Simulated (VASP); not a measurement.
# EuS (Fm-3m) in VASP: further runs

Aim: see how the results for EuS move with the level of theory and the settings. Levels: PBEsol, RPBE. Tasks: band structure.

All numbers are computed with VASP 6.6.1; they aren't measurements. Logs are shortened: lines on timing, memory, paths and dates and some standing lists are left out, and cuts for length are marked.

**Experimental background.**

From “Crystal-field mediated electronic transitions of EuS up to 35 GPa”, 2022, pmc:8786971, for a powder of EuS at 300 K: band gap 1.72 eV (optical).

How close the calculation comes is told below.

**1. The crystal as given**

The structure is cubic, space group Fm-3m (No. 225). The conventional cell has a = 5.957 Å, b = 5.957 Å, c = 5.957 Å, α = 90.00°, β = 90.00°, γ = 90.00°. Around Eu (site symmetry m-3m) lie 6 S at 2.98 Å. S (site symmetry m-3m) has 6 Eu at 2.98 Å as nearest neighbours.

**2. Band structure, PBEsol, collinear spin, ferromagnetic start, spin-orbit coupling**

The input, INCAR:

```
SYSTEM = EuS
PREC = Accurate ; ENCUT = 520
EDIFF = 1E-6 ; ISMEAR = -1
SIGMA = 0.05 ; LREAL = .FALSE.
LASPH = .TRUE. ; NELM = 100
ALGO = Normal ; ISIF = 2
LWAVE = .FALSE. ; LCHARG = .FALSE.
MAGMOM = 4.95 4.95 0 0 0 0 ; LORBIT = 11
LSORBIT = .TRUE. ; GGA_COMPAT = .FALSE.
LORBMOM = .TRUE. ; LMAXMIX = 6
GGA = PS
```

The input, KPOINTS:

```
regular mesh
0
G
  6 6 6
  0 0 0
```

The input, POSCAR:

```
EuS
1.0
    0.0000000000      2.9785000000      2.9785000000
    2.9785000000      0.0000000000      2.9785000000
    2.9785000000      2.9785000000      0.0000000000
Eu S
1 1
Direct
    0.0000000000      0.0000000000      0.0000000000
    0.5000000000      0.5000000000      0.5000000000
```

The input, KPOINTS_OPT:

```
path GXWKGLUWLK,UX
15
line-mode
reciprocal
 0.0000000000  0.0000000000  0.0000000000  G
 0.5000000000  0.0000000000  0.5000000000  X

 0.5000000000  0.0000000000  0.5000000000  X
 0.5000000000  0.2500000000  0.7500000000  W

 0.5000000000  0.2500000000  0.7500000000  W
 0.3750000000  0.3750000000  0.7500000000  K

 0.3750000000  0.3750000000  0.7500000000  K
 0.0000000000  0.0000000000  0.0000000000  G

 0.0000000000  0.0000000000  0.0000000000  G
 0.5000000000  0.5000000000  0.5000000000  L

 0.5000000000  0.5000000000  0.5000000000  L
 0.6250000000  0.2500000000  0.6250000000  U

 0.6250000000  0.2500000000  0.6250000000  U
 0.5000000000  0.2500000000  0.7500000000  W

 0.5000000000  0.2500000000  0.7500000000  W
 0.5000000000  0.5000000000  0.5000000000  L

 0.5000000000  0.5000000000  0.5000000000  L
 0.3750000000  0.3750000000  0.7500000000  K

 0.6250000000  0.2500000000  0.6250000000  U
 0.5000000000  0.0000000000  0.5000000000  X
```

Potentials or basis: VASP PAW PBE potentials, release 64 (Eu, S).

Started as:

```bash
cat potpaw_PBE.64/Eu/POTCAR potpaw_PBE.64/S/POTCAR > POTCAR
mpirun -np 1 vasp_ncl > vasp.out
```

OUTCAR:

```text
SYSTEM = EuS
   PREC = Accurate
   ENCUT = 520
   EDIFF = 1E-6
   ISMEAR = -1
   LREAL = .FALSE.
   LASPH = .TRUE.
   NELM = 100
   ISIF = 2
   LORBIT = 11
   LSORBIT = .TRUE.
   GGA = PS

 ion  position               nearest neighbor table
   1  0.000  0.000  0.000-   2 2.98   2 2.98   2 2.98   2 2.98   2 2.98   2 2.98
   2  0.500  0.500  0.500-   1 2.98   1 2.98   1 2.98   1 2.98   1 2.98   1 2.98

  LATTYP: Found a face centered cubic cell.
 ALAT       =     5.9570000000

  Lattice vectors:

 A1 = (   0.0000000000,   2.9785000000,   2.9785000000)
 A2 = (   2.9785000000,   0.0000000000,   2.9785000000)
 A3 = (   2.9785000000,   2.9785000000,   0.0000000000)

Analysis of symmetry for initial positions (statically):
=====================================================================
 Subroutine PRICEL returns:
 Original cell was already a primitive cell.

 Routine SETGRP: Setting up the symmetry group for a
 face centered cubic supercell.

 Subroutine GETGRP returns: Found 48 space group operations
 (whereof 48 operations were pure point group operations)
 out of a pool of 48 trial point group operations.

The static configuration has the point symmetry O_h .

Analysis of symmetry for dynamics (positions and initial velocities):
=====================================================================
 Subroutine PRICEL returns:
 Original cell was already a primitive cell.

 Routine SETGRP: Setting up the symmetry group for a
 face centered cubic supercell.

 Subroutine GETGRP returns: Found 48 space group operations
 (whereof 48 operations were pure point group operations)
 out of a pool of 48 trial point group operations.

The dynamic configuration has the point symmetry O_h .

Analysis of structural, dynamic, and magnetic symmetry:
=====================================================================
 Subroutine PRICEL returns:
 Original cell was already a primitive cell.
[... 1075 lines left out ...]
      0.00000      0.00000      0.00000        -0.000000      0.000000     -0.000000
      2.97850      2.97850      2.97850         0.000000     -0.000000      0.000000
 -----------------------------------------------------------------------------------
    total drift:                                0.000000     -0.000000     -0.000000

  FREE ENERGIE OF THE ION-ELECTRON SYSTEM (eV)
  ---------------------------------------------------
  free  energy   TOTEN  =       -21.0477047302 eV

  energy  without entropy=      -21.0350730711  energy(sigma->0) =      -21.04138890

 orbital moment (x)

 # of ion     p       d       f       tot
 ------------------------------------------------
  1        -0.009  -0.001  -0.187  -0.198
  2         0.001   0.000   0.000   0.001
 ------------------------------------------------
           -0.008  -0.001  -0.187  -0.197

 orbital moment (y)

 # of ion     p       d       f       tot
 ------------------------------------------------
  1        -0.009  -0.001  -0.187  -0.198
  2         0.001   0.000   0.000   0.001
 ------------------------------------------------
           -0.008  -0.001  -0.187  -0.197

 orbital moment (z)

 # of ion     p       d       f       tot
 ------------------------------------------------
  1         0.000  -0.000  -0.000  -0.000
  2         0.000   0.000   0.000   0.000
 ------------------------------------------------
            0.000  -0.000  -0.000  -0.000

 Spin-Orbit-Coupling matrix elements

 Ion:    1  E_soc:     -1.1367953
 l=   1
     0.0000000    -0.1511792    -0.1512416
    -0.1511792     0.0000000    -0.1511792
    -0.1512416    -0.1511792     0.0000000
 l=   2
     0.0000000    -0.0001044     0.0000000    -0.0001044    -0.0005838
    -0.0001044     0.0000000    -0.0003694    -0.0000878    -0.0001243
     0.0000000    -0.0003694     0.0000000    -0.0003694     0.0000000
    -0.0001044    -0.0000878    -0.0003694     0.0000000    -0.0001243
    -0.0005838    -0.0001243     0.0000000    -0.0001243     0.0000000
 l=   3
     0.0000000    -0.0032005     0.0000000     0.0000000     0.0000000    -0.0033856    -0.0309168
    -0.0032005     0.0000000    -0.0056719     0.0000000    -0.0056719    -0.0138987    -0.0032005
     0.0000000    -0.0056719     0.0000000    -0.0144301    -0.0034875    -0.0056254     0.0000000
     0.0000000     0.0000000    -0.0144301     0.0000000    -0.0144301     0.0000000     0.0000000
     0.0000000    -0.0056719    -0.0034875    -0.0144301     0.0000000    -0.0056254     0.0000000
    -0.0033856    -0.0138987    -0.0056254     0.0000000    -0.0056254     0.0000000    -0.0033856
    -0.0309168    -0.0032005     0.0000000     0.0000000     0.0000000    -0.0033856     0.0000000

 Ion:    2  E_soc:     -0.0024278
 l=   1
     0.0000000    -0.0003948    -0.0004244
    -0.0003948     0.0000000    -0.0003948
    -0.0004244    -0.0003948     0.0000000
 l=   2
     0.0000000     0.0000000     0.0000000     0.0000000     0.0000000
     0.0000000     0.0000000     0.0000000     0.0000000     0.0000000
     0.0000000     0.0000000     0.0000000     0.0000000     0.0000000
     0.0000000     0.0000000     0.0000000     0.0000000     0.0000000
     0.0000000     0.0000000     0.0000000     0.0000000     0.0000000
 l=   3
     0.0000000     0.0000000     0.0000000     0.0000000     0.0000000     0.0000000     0.0000000
     0.0000000     0.0000000     0.0000000     0.0000000     0.0000000     0.0000000     0.0000000
     0.0000000     0.0000000     0.0000000     0.0000000     0.0000000     0.0000000     0.0000000
     0.0000000     0.0000000     0.0000000     0.0000000     0.0000000     0.0000000     0.0000000
     0.0000000     0.0000000     0.0000000     0.0000000     0.0000000     0.0000000     0.0000000
     0.0000000     0.0000000     0.0000000     0.0000000     0.0000000     0.0000000     0.0000000
     0.0000000     0.0000000     0.0000000     0.0000000     0.0000000     0.0000000     0.0000000

 total charge

# of ion       s       p       d       f       tot
--------------------------------------------------
    1        2.023   5.760   0.318   6.630  14.731
    2        1.311   2.399   0.000   0.000   3.710
--------------------------------------------------
tot          3.334   8.159   0.318   6.630  18.441

 magnetization (x)

# of ion       s       p       d       f       tot
--------------------------------------------------
    1       -0.008  -0.067   0.065   4.638   4.627
    2       -0.005  -0.046   0.000   0.000  -0.050
--------------------------------------------------
tot         -0.013  -0.113   0.065   4.638   4.577

 magnetization (y)

# of ion       s       p       d       f       tot
--------------------------------------------------
    1       -0.008  -0.067   0.065   4.638   4.627
    2       -0.005  -0.046   0.000   0.000  -0.050
--------------------------------------------------
tot         -0.013  -0.113   0.065   4.638   4.577

 magnetization (z)

# of ion       s       p       d       f       tot
--------------------------------------------------
    1        0.000   0.000   0.000   0.000   0.000
    2        0.000   0.000   0.000   0.000   0.000
--------------------------------------------------
tot          0.000   0.000   0.000   0.000   0.000
```

OSZICAR:

```text
N       E                     dE             d eps       ncg     rms          rms(c)
DAV:   1     0.192388500413E+03    0.19239E+03   -0.80906E+03  6154   0.553E+03
DAV:   2     0.385520808038E+02   -0.15384E+03   -0.13023E+03  6416   0.487E+02
DAV:   3    -0.118750160862E+02   -0.50427E+02   -0.48071E+02  7140   0.244E+02
DAV:   4    -0.180104673536E+02   -0.61355E+01   -0.60857E+01  8550   0.794E+01
DAV:   5    -0.187122597620E+02   -0.70179E+00   -0.69958E+00  8854   0.265E+01    0.469E+01
DAV:   6    -0.217180964084E+02   -0.30058E+01   -0.30435E+00  7322   0.367E+01    0.308E+01
DAV:   7    -0.211796705772E+02    0.53843E+00   -0.35785E+00  7596   0.403E+01    0.174E+01
DAV:   8    -0.212185106849E+02   -0.38840E-01   -0.41549E+00  7168   0.497E+01    0.140E+01
DAV:   9    -0.210321212448E+02    0.18639E+00   -0.11494E+00  7544   0.303E+01    0.468E+00
DAV:  10    -0.210465966256E+02   -0.14475E-01   -0.18332E-01  9136   0.691E+00    0.356E+00
[... 69 further cycles ...]
DAV:   9     0.372111674255E+05   -0.81248E-02     1672
DAV:  10     0.372111644800E+05   -0.29455E-02     1840
DAV:  11     0.372111638850E+05   -0.59501E-03     1680
DAV:  12     0.372111636350E+05   -0.25003E-03     1848
DAV:  13     0.372111635634E+05   -0.71564E-04     1576
DAV:  14     0.372111635325E+05   -0.30928E-04     1488
DAV:  15     0.372111635212E+05   -0.11277E-04     1224
DAV:  16     0.372111635169E+05   -0.43524E-05     1152
DAV:  17     0.372111635154E+05   -0.14718E-05     1080
DAV:  18     0.372111635148E+05   -0.59795E-06     1008
```

stdout:

```text
POSCAR found type information on POSCAR EuS
 POSCAR found :  2 types and       2 ions
 scaLAPACK will be used
 -----------------------------------------------------------------------------
|                                                                             |
|                                                                             |
|     You enforced a specific xc type in the INCAR file but a different       |
|     I HOPE YOU KNOW WHAT YOU ARE DOING!                                     |
|                                                                             |
 -----------------------------------------------------------------------------

 LDA part: xc-table for (Slater+PW92), standard interpolation
 POSCAR, INCAR and KPOINTS ok, starting setup
 FFT: planning ... GRIDC
 FFT: planning ... GRID_SOFT
 FFT: planning ... GRID
 WAVECAR not read
 entering main loop
 Start KPOINTS_OPT (optional k-point list driver)
k-point batch [1-68\150]
k-point batch [69-136\150]
k-point batch [137-150\150]
```

Wall time 15 min (1 thread of AMD EPYC 9R45 (Zen 5), shared host); peak memory 0.47 GiB.

What came out:

```
Free energy                                           : -21.0477 eV
Pressure                                              : -5.9 GPa
Net moment                                            : 6.91 μB per cell
Valence electrons inside the program's atomic spheres : Eu 14.73; S 3.71
```

Moments on the atoms (μB; x, y, z):
```
Eu   4.63  4.63  0.00
S   -0.05 -0.05  0.00
```

Caveat: the PAW data sets were made with another functional, which shifts forces and pressure a little; a cell with one magnetic atom can't hold antiferromagnetic order, which such compounds often take; without U or exact exchange the open f shell lies at the Fermi level, which spoils levels, moments and volumes.

**3. Band structure, RPBE, collinear spin, ferromagnetic start**

POSCAR is that of step 2.

The input, INCAR.step1:

```
PREC = Accurate
ENCUT = 520
EDIFF = 1E-6
ISMEAR = -1
SIGMA = 0.05
LREAL = False
LASPH = True
NELM = 150
ALGO = Normal
ISIF = 2
LWAVE = False
LCHARG = True
ISPIN = 2
MAGMOM = 7 0
LORBIT = 11
LMAXMIX = 6
GGA = RP
NBANDS = 22
```

The input, KPOINTS.step1:

```
Automatic mesh
0
Gamma
  8 8 8
```

The input, INCAR.step2:

```
PREC = Accurate
ENCUT = 520
EDIFF = 1E-6
ISMEAR = 0
SIGMA = 0.05
LREAL = False
LASPH = True
NELM = 150
ALGO = Normal
ISIF = 2
LWAVE = False
LCHARG = False
ISPIN = 2
MAGMOM = 7 0
LORBIT = 11
LMAXMIX = 6
GGA = RP
NBANDS = 22
ICHARG = 11
```

The input, KPOINTS.step2:

```
path GXWKGLUWLK,UX
20
line-mode
reciprocal
 0.0000000000  0.0000000000  0.0000000000  G
 0.5000000000  0.0000000000  0.5000000000  X

 0.5000000000  0.0000000000  0.5000000000  X
 0.5000000000  0.2500000000  0.7500000000  W

 0.5000000000  0.2500000000  0.7500000000  W
 0.3750000000  0.3750000000  0.7500000000  K

 0.3750000000  0.3750000000  0.7500000000  K
 0.0000000000  0.0000000000  0.0000000000  G

 0.0000000000  0.0000000000  0.0000000000  G
 0.5000000000  0.5000000000  0.5000000000  L

 0.5000000000  0.5000000000  0.5000000000  L
 0.6250000000  0.2500000000  0.6250000000  U

 0.6250000000  0.2500000000  0.6250000000  U
 0.5000000000  0.2500000000  0.7500000000  W

 0.5000000000  0.2500000000  0.7500000000  W
 0.5000000000  0.5000000000  0.5000000000  L

 0.5000000000  0.5000000000  0.5000000000  L
 0.3750000000  0.3750000000  0.7500000000  K

 0.6250000000  0.2500000000  0.6250000000  U
 0.5000000000  0.0000000000  0.5000000000  X
```

Potentials or basis: VASP PAW PBE potentials, release 64 (Eu, S).

Started as:

```bash
cat potpaw_PBE.64/Eu/POTCAR potpaw_PBE.64/S/POTCAR > POTCAR
cp INCAR.step1 INCAR
cp KPOINTS.step1 KPOINTS
mpirun -np 1 vasp_std > vasp.out
cp INCAR.step2 INCAR
cp KPOINTS.step2 KPOINTS
mpirun -np 1 vasp_std > vasp.out
```

Wall time 4.5 min (1 thread of AMD EPYC 9R45 (Zen 5), shared host); peak memory 0.46 GiB.

Results (log left out):

```
Band gap along the path : none (metal or under the smearing width)
Net moment              : 6.99 μB per cell
```

Levels at the corners of the path, in eV from the Fermi level:
Spin up:
| point | band 13 | band 14 | band 15 | band 16 | band 17 | band 18 |
| --- | --- | --- | --- | --- | --- | --- |
| Γ | 0.02 | 0.02 | 0.02 | 0.83 | 1.07 | 1.07 |
| X | -0.34 | -0.31 | -0.12 | -0.12 | 3.05 | 3.25 |
| X | -0.34 | -0.31 | -0.12 | -0.12 | 3.05 | 3.25 |
| W | -0.32 | -0.31 | -0.28 | 1.89 | 1.89 | 3.56 |
| W | -0.32 | -0.31 | -0.28 | 1.89 | 1.89 | 3.56 |
| K | -0.34 | -0.30 | -0.24 | 0.78 | 3.62 | 4.02 |
| K | -0.34 | -0.30 | -0.24 | 0.78 | 3.62 | 4.02 |
| Γ | 0.02 | 0.02 | 0.02 | 0.83 | 1.07 | 1.07 |
| Γ | 0.02 | 0.02 | 0.02 | 0.83 | 1.07 | 1.07 |
| L | -0.33 | -0.30 | -0.28 | 2.91 | 3.21 | 3.64 |
| L | -0.33 | -0.30 | -0.28 | 2.91 | 3.21 | 3.64 |
| U | -0.34 | -0.30 | -0.24 | 0.78 | 3.62 | 4.02 |
| U | -0.34 | -0.30 | -0.24 | 0.78 | 3.62 | 4.02 |
| W | -0.32 | -0.31 | -0.28 | 1.89 | 1.89 | 3.56 |
| W | -0.32 | -0.31 | -0.28 | 1.89 | 1.89 | 3.56 |
| L | -0.33 | -0.30 | -0.28 | 2.91 | 3.21 | 3.64 |
| L | -0.33 | -0.30 | -0.28 | 2.91 | 3.21 | 3.64 |
| K | -0.34 | -0.30 | -0.24 | 0.78 | 3.62 | 4.02 |
| U | -0.34 | -0.30 | -0.24 | 0.78 | 3.62 | 4.02 |
| X | -0.34 | -0.31 | -0.12 | -0.12 | 3.05 | 3.25 |
Spin down:
```csv
point,band 5,band 6,band 7,band 8,band 9,band 10,band 11,band 12
Γ,-13.54,-2.70,-2.70,-2.70,1.58,1.89,1.89,1.89
X,-13.21,-3.81,-3.05,-3.05,-0.07,3.92,4.03,4.31
X,-13.21,-3.81,-3.05,-3.05,-0.07,3.92,4.03,4.31
W,-12.97,-4.01,-3.61,-3.61,2.29,2.29,4.19,4.34
W,-12.97,-4.01,-3.61,-3.61,2.29,2.29,4.19,4.34
K,-12.98,-3.99,-3.73,-3.44,1.21,3.81,4.21,4.26
K,-12.98,-3.99,-3.73,-3.44,1.21,3.81,4.21,4.26
Γ,-13.54,-2.70,-2.70,-2.70,1.58,1.89,1.89,1.89
Γ,-13.54,-2.70,-2.70,-2.70,1.58,1.89,1.89,1.89
L,-12.60,-5.15,-3.81,-3.81,2.94,4.09,4.14,4.14
L,-12.60,-5.15,-3.81,-3.81,2.94,4.09,4.14,4.14
U,-12.98,-3.99,-3.73,-3.44,1.21,3.81,4.21,4.26
U,-12.98,-3.99,-3.73,-3.44,1.21,3.81,4.21,4.26
W,-12.97,-4.01,-3.61,-3.61,2.29,2.29,4.19,4.34
W,-12.97,-4.01,-3.61,-3.61,2.29,2.29,4.19,4.34
L,-12.60,-5.15,-3.81,-3.81,2.94,4.09,4.14,4.14
L,-12.60,-5.15,-3.81,-3.81,2.94,4.09,4.14,4.14
K,-12.98,-3.99,-3.73,-3.44,1.21,3.81,4.21,4.26
U,-12.98,-3.99,-3.73,-3.44,1.21,3.81,4.21,4.26
X,-13.21,-3.81,-3.05,-3.05,-0.07,3.92,4.03,4.31
```

Caveat: the log is that of the step along the path at fixed density, whose energy, stress, charges and moments have no meaning; the PAW data sets were made with another functional, which shifts forces and pressure a little; spin-orbit coupling is left out, which moves the levels of the heavy elements; a cell with one magnetic atom can't hold antiferromagnetic order, which such compounds often take; without U or exact exchange the open f shell lies at the Fermi level, which spoils levels, moments and volumes. The state reached can hang on the start; a lower one may exist.

**4. How close it comes**

Step 3. Against the measured gap of EuS, 1.72 eV (optical; 300 K; powder; “Crystal-field mediated electronic transitions of EuS up to 35 GPa”, 2022, pmc:8786971), the calculated 0.00 eV is off by -1.72 eV. So large a miss can be the level of theory's own, or it may mean another phase, state or a wrong row. Spin-orbit coupling on Eu is left out. The value is that of RPBE, without temperature or zero-point motion. Semilocal functionals fall short of measured gaps as a rule. The run's magnetic order (collinear spin, ferromagnetic start) needn't be the measured crystal's.
